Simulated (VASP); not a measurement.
A run of VASP 6.6.1:

File INCAR:

```
  PREC = Accurate
  ENCUT = 520
  EDIFF = 1E-6
  ISMEAR = 0
  SIGMA = 0.1
  LREAL = False
  LASPH = True
  NELM = 100
  ALGO = Normal
  ISIF = 2
  LWAVE = False
  LCHARG = False
  GGA = PS
  NBANDS = 30
```

The input KPOINTS:

```
regular mesh
0
Gamma
  6 6 4
```

The input POSCAR:

```
Au
1.0
    2.7748612535     -1.8339710146      0.0000000000
    2.7748612535      1.8339710146      0.0000000000
    0.0000000000      0.0000000000      7.4812248269
Au
4
Direct
    0.8500000000      0.1500000000      0.1170000000
    0.6500000000      0.3500000000      0.6170000000
    0.1500000000      0.8500000000      0.8830000000
    0.3500000000      0.6500000000      0.3830000000
```

Potentials or basis: VASP PAW PBE potentials, release 64 (Au).

The run is started by

```sh
$ cat potpaw_PBE.64/Au/POTCAR > POTCAR
$ mpirun -np 1 vasp_std > vasp.out
```

Hardware: 1 thread of Intel(R) Xeon(R) 6975P-C (Granite Rapids) (shared host).

**Question.** How long does it take, and how much memory?

**Answer.** It took 36 s on 1 thread of Intel(R) Xeon(R) 6975P-C (Granite Rapids), with other jobs on the host, peak memory 0.22 GiB. Counts: scf iterations 11, k points 39.
